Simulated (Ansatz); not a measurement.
Crystal: Sb.

```
Sb
1.0
     2.15420    1.24373    3.75800
    -2.15420    1.24373    3.75800
     0.00000   -2.48746    3.75800
Sb
2
Direct
  0.76651 0.76651 0.76651
  0.23349 0.23349 0.23349
```

A run of Ansatz 0.2.0 on this cell left the log below. Logs are shortened: lines on timing, memory, paths and dates and some standing lists are left out, and cuts for length are marked.

```text
Warning: RAYON_NUM_THREADS=1 ignored (pool sized by the plan → 1); use --threads N
The last accepted step is kept in <dir> (removed where the run ends without a failure and the disk answers)
LAPW: plane waves up to 8.079 Å⁻¹, error target 1.0e-3 eV per atom; small_component_spin mean_spin; Sb in spheres of 1.410 Å, 23 of its electrons in bands, Dirac shells [] (how accurate: hamiltonian.pseudopotentials.lapw.basis_error, Limitations)
Engine: ansatz 0.2.0, x86_64-unknown-linux-gnu
Pseudopotentials: kind: all_electron
Pseudopotential: Sb, LAPW, valence charge 23, lapw/all_electron/scalar/gaussian/Sb, Koelling and Harmon's equation, gaussian nucleus
Functional definition: PBE
  parameter kappa = 0.804
  parameter beta = 0.06672455060314922
  exchange = pbe_x(kappa = kappa, mu = beta*pi^2/3)
  correlation = pbe_c(beta = beta)
Crystal: 2 atoms, lattice volume = 60.411 Å³
Basis set: ecut = 248.68737505046897 eV, 549 PW (Γ), exchange–correlation at level 2
Bands: 28, of which v1, the nominal top of the filled ones, is band 23 counted from 1 (22 counted from 0)
Symmetry: 12 space group operations
Space group: R-3m (ITA 166), of the structure as read, at distance tolerance 3.9e-5 Å
k-points: 65 of 512
Non-local potential: Sb, projectors of the file, none
Initial density: superposition of atomic densities (chi_scale 0.1, normalization cell)
Initial wavefunctions: plane waves of lowest kinetic energy (no species holds an atomic orbital)
Functional: x = pbe(κ = 0.804, μ = 0.2195149727645171), c = pbe(β = 0.06672455060314922)
iter 1 solved again at ethr=1.71e-4 eV; its pass at ethr=1.00e-1 eV (dr2=7.85e-2 eV) is discarded
SCF iter   1: F=—  HF=-352736.365296 eV  |F-HF|=—  |Δ(HF+E_count)|=         —  Δρ=1.27e-2  dr2=8.01e-2  ethr=1.71e-4  ⟨swp⟩=3.0  Hψ=12068  notcnv=0
preconditioner: auto → Kerker (q_TF=auto, 2.607 Å⁻¹)  [metal: Δε(μ)=0.033 eV  Ē_g=9.479 eV  σ=0.050 eV  W_gap=0.16  n_scr=14 (ndim 8)  ℏωp=15.1 eV  f_vac=0.017  D(μ)=0.38/eV (n_scr^D=0)]
SCF iter   2: F=—  HF=-352736.364341 eV  |F-HF|=—  |Δ(HF+E_count)|=   9.55e-4  Δρ=8.70e-3  dr2=4.51e-2  ethr=1.71e-4  ⟨swp⟩=2.0  Hψ=5080  notcnv=0  defer=1
SCF iter   3: F=—  HF=-352736.366226 eV  |F-HF|=—  |Δ(HF+E_count)|=   1.88e-3  Δρ=2.68e-3  dr2=6.16e-3  ethr=9.81e-5  ⟨swp⟩=2.0  Hψ=5077  notcnv=0
[... 68 lines left out ...]
SCF iter   2: F=-352736.391198 eV  HF=-352736.391198 eV  |F-HF|=2.54e-8  |Δ(HF+E_count)|=   2.63e-8  Δρ=5.49e-6  dr2=2.37e-8  ethr=8.88e-11  ⟨swp⟩=2.0  Hψ=5233  notcnv=0
SCF 6 converged in 2 iterations: F = -352736.391198 eV  dr2 = 2.37e-8
relax step   6: F+E_penalty+E_count = -352736.39119802 eV  Δ(F+E_penalty+E_count) = -1.894e-6 eV  max|allowed force component| = 8.254e-4 eV/Å  Δτ_max = 0.0000 Å  P = +0.017 GPa  Ω = 63.852 Å³  stress off target by 4.07e-2 GPa  SCF on the basis re-selected at this cell (its energy is not comparable with the rows above)  (2 SCF iters)
basis re-selected at this cell: Δ(F+E_penalty+E_count) = -1.894e-6 eV, ΔP = -0.000 GPa vs the last step (what re-selecting the basis moved, after the strain that the cell walked since its last selection, with what the two solves' SCF thresholds leave and, on support functions, any second-order correction that the steps lacked; it is no measure of the basis error at this ecutwfc). This SCF's stress stands 4.07e-2 GPa from its target on what of the cell is left free (relax.cell.stress_tol is 5.00e-2 GPa) and its largest allowed force component is 8.25e-4 eV/Å (relax.f_tol is 1.00e-2 eV/Å): within both
SCF converged after 2 iterations
Free energy (F): -352736.391198 eV
Harris-Foulkes:  -352736.391198 eV  (|F-HF|=2.54e-8)
Internal energy: -352736.388721 eV  (E = F + TS)
E sigma→0 (E₀):  -352736.389959 eV
Entropy (-TS):   -0.002477 eV (-1.239 meV/atom)
Fermi energy:    11.822410 eV
--- Per-component energies (eV) ---
  E_band       = -1844.596080
  E_kinetic    = 371742.322331
  E_xc         = -9286.823122
  E_electrostatic = -715191.887929  (all electrons and nuclei)
  E_smearing   = -0.002477  (= −TS)
  E_closure    = 0.000000  (closes the sum)
  E_atoms      = -352728.128962  (free atoms, spherical and without spin; not in F)
  Σ components = -352736.391198   (vs F -352736.391198, Δ=0.00e0)
  Basis errors (estimates in eV, not in F): energy 3.9e-4 per atom: plane waves 3.5e-4 (1.9e-4 summed), levels above the bands 6.3e-46, relativity 5.4e-8, radial functions 3.7e-5, core shells 6.4e-9; eigenvalues (radial functions only) 1.4e-7; not estimated: angular momenta, meshes, grids; target (lapw.basis_error) 1.0e-3; muffin-tin radii Sb 1.437 Å
--- Forces (eV/Å), atoms counted from 1 ---
  atom   1  Sb    -0.00000000     0.00000000     0.00082544
  atom   2  Sb     0.00000000    -0.00000000    -0.00082544
  max |Σ_I F_I| component: 8.67e-18 eV/Å
--- Stress (GPa, compression-positive) ---
        0.005019      -0.000000      -0.000000
       -0.000000       0.005019      -0.000000
       -0.000000      -0.000000       0.040692
  P = ⅓ Tr σ = 0.0169 GPa (0.169 kbar)
--- Relaxed structure (5 steps of the walk, 5 accepted, 1 SCFs on fresh bases) ---
  F+E_penalty+E_count = -352736.39119802 eV   max|allowed force component| = 8.254e-4 eV/Å   (the final SCF, on the basis selected at the relaxed cell)
  cell:  # Å, volume = 63.8519 Å³
    - [2.189398085917735, 1.2640495742678552, 3.8453318242294503]
    - [-2.189398085917735, 1.2640495742678552, 3.8453318242294503]
    - [-1.1374645158914267e-33, -2.5280991485357105, 3.8453318242294503]
  atoms:
    - { symbol: Sb, position: [0.7676664740376252, 0.7676664740376252, 0.7676664740376252] }
    - { symbol: Sb, position: [0.23233352596237467, 0.23233352596237467, 0.23233352596237467] }
```

Q: Write the input and the command behind it.

A: Relaxation of cell and atoms with PBE, no spin polarisation. The files as run (others can give the same):

input.yaml
```yaml
crystal:
  lattice:
    - [2.1542, 1.2437279499, 3.758]
    - [-2.1542, 1.2437279499, 3.758]
    - [0.0, -2.4874558998, 3.758]
  atoms:
    - { symbol: Sb, position: [0.76651, 0.76651, 0.76651] }
    - { symbol: Sb, position: [0.23349, 0.23349, 0.23349] }
kpoints:
  mp_grid: { grid: [8, 8, 8] }
scf:
  occupations: { method: fermi_dirac, width: 0.05 }
hamiltonian:
  xc: pbe
  pseudopotentials: { kind: all_electron, lapw: { basis_error: 0.001 } }
output:
  forces: true
  stress: true
relax:
  f_tol: 0.01
  max_steps: 60
  cell: {}
```

Potentials or basis: all-electron LAPW, scalar-relativistic.
The run is started by
```sh
$ ansatz run input.yaml --threads 1 --pin off --max-ram 3072MiB --backend cpu --events-out ev --progress --plain --runs-dir out
```
